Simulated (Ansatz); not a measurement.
Input of an Ansatz 0.2.0 run:

input.yaml

```yaml
crystal:
  lattice:
    - [2.0715, 1.1959810826, 9.5453333333]
    - [-2.0715, 1.1959810826, 9.5453333333]
    - [0.0, -2.3919621653, 9.5453333333]
  atoms:
    - { symbol: Bi, position: [0.5992, 0.5992, 0.5992] }
    - { symbol: Bi, position: [0.4008, 0.4008, 0.4008] }
    - { symbol: Se, position: [0.7883, 0.7883, 0.7883] }
    - { symbol: Se, position: [0.2117, 0.2117, 0.2117] }
    - { symbol: Se, position: [0.0, 0.0, 0.0] }
hamiltonian:
  xc: pbe
  pseudopotentials: { kind: paw }
kpoints:
  mp_grid: { grid: [8, 8, 8] }
scf:
  occupations: { method: fermi_dirac, width: 0.05 }
output:
  forces: true
  stress: true
  eigenvalues: true
relax:
  f_tol: 0.01
  max_steps: 40
  cell: { stress_tol: 0.05 }
```

Potentials or basis: Ansatz PAW.

Run with:

```bash
$ ansatz run input.yaml --threads 2 --pin off --max-ram 5632MiB --backend cpu --events-out ev --progress --plain --runs-dir out
```

Question: Estimate the band gap on the k mesh.

Answer: 0.69 eV, direct.

Question: Predict the space group after relaxing (to 0.05 Å).

Answer: R-3m (No. 166).

Question: Predict the relaxed volume.

Answer: 31.62 Å³/atom.

Question: Predict the relaxed cell.

Answer: a = 10.674 Å, b = 10.674 Å, c = 10.674 Å, α = 22.64°, β = 22.64°, γ = 22.64°.

Final structure:
```
Bi Se
1.0
     2.09530    1.20972   10.39652
    -2.09530    1.20972   10.39652
     0.00000   -2.41944   10.39652
Bi Se
2 3
Direct
  0.60415 0.60415 0.60415
  0.39585 0.39585 0.39585
  0.77928 0.77928 0.77928
  0.22072 0.22072 0.22072
  0.00000 0.00000 0.00000
```

Caveat: the plane-wave basis is chosen anew once the cell has moved, so the energies of steps on either side of that aren't comparable; spin-orbit coupling is left out, which as a rule narrows the gap of such compounds by several tenths of an eV. PBE usually gives volumes a little too large and moduli too small.
